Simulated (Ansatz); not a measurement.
Clean, relaxed (100) surface of Ti, space group Im-3m (No. 229) (top face towards +c; atoms held fixed, by place in the list: 1, 2):

```
CELL_PARAMETERS angstrom
3.25179 0.00000 0.00000
0.00000 3.25179 0.00000
0.00000 0.00000 23.50358
ATOMIC_POSITIONS crystal
Ti 0.50000 0.50000 0.36165
Ti 0.00000 0.00000 0.43082
Ti 0.50000 0.50000 0.49330
Ti 0.00000 0.00000 0.55541
Ti 0.50000 0.50000 0.62087
```

Theory: DFT r2SCAN, scalar-relativistic, plane waves, PAW (Ansatz 0.2.0). Settings: cutoff 500 eV, Γ-centred mesh 9×9×1 on the computed 5-atom cell, Gaussian smearing of 0.10 eV; no spin polarisation. A dipole correction removes the field between periodic images along c.

Si (atom) is put at the top (Ti) at (0.50, 0.50) site, one adsorbate per 10.6 Å², and relaxed. E_ads counts from the clean slab and the free adsorbate (spin-polarised where it has unpaired electrons); negative means bound. Heights count from the highest slab atom after relaxation. Bonded neighbours lie within 1.25 times the sum of covalent radii (1.35 for H) and, on that scale, within 12 % of the closest. With the adsorbate the cell is lengthened along c to keep the vacuum.

(1) How strongly does it bind, and where does its anchoring atom end?

(2) How high does its anchoring atom sit over the highest slab atom, and what is the shortest contact with the surface?

(3) The clean face has a work function of 3.24 eV. How does the adsorbate change it?

Each end is the local minimum or symmetric point that its start leads to. This isn't the usual crystal structure of Ti. The slab is only 6.5 Å thick, so the energies aren't converged with thickness.

The adsorbed runs have no spin polarisation, so weakly bound open-shell ends lie too high.

Results:

(1) -3.20 eV; at (0.50, 0.50), 1 bonded neighbour (Ti).

(2) 2.58 Å; Si–Ti 2.58 Å.

(3) By +2.07 eV.